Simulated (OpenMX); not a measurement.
The system is ZrS2.

```
Zr S
1.0
     3.69138    0.00000    0.00000
    -1.84569    3.19683    0.00000
     0.00000    0.00000    6.04108
Zr S
1 2
Cartesian
  0.0000 0.0000 0.0000
  0.0000 2.1312 1.4372
  1.8457 1.0656 4.6038
```

The cell is a database's computed one.

Base run:

```yaml
Program: OpenMX 3.8.5
Functional: LDA
Potentials_or_basis: OpenMX 2013 LDA set, Zr7.0-s3p2d2, S7.0-s2p2d1f1, grid cutoff 400 Ry
k_mesh: 9 × 9 × 5
Occupations: fermi-dirac, width 0.05 eV
Spin: no spin polarisation
```

Its results: band gap on the k mesh 0.83 eV, indirect (least direct gap 1.40 eV); pressure -2.8 GPa; largest force 0.081 eV/Å.

Problem. The run is repeated on the same cell with these changes: functional from LDA to PBE; potentials or basis from OpenMX 2013 LDA set, Zr7.0-s3p2d2, S7.0-s2p2d1f1, grid cutoff 400 Ry to OpenMX 2013 PBE set, Zr7.0-s3p2d2, S7.0-s2p2d1f1, grid cutoff 400 Ry. What comes out?

Solution. Band gap on the k mesh 0.93 eV, indirect (least direct gap 1.48 eV); pressure 2.3 GPa; largest force 0.448 eV/Å.

Caveats: the basis of atomic orbitals isn't converged, which shifts pressures, moduli and gaps; this functional lacks dispersion, which binds the layers, so the pressure and a relaxed spacing across them are unreliable (some runs).
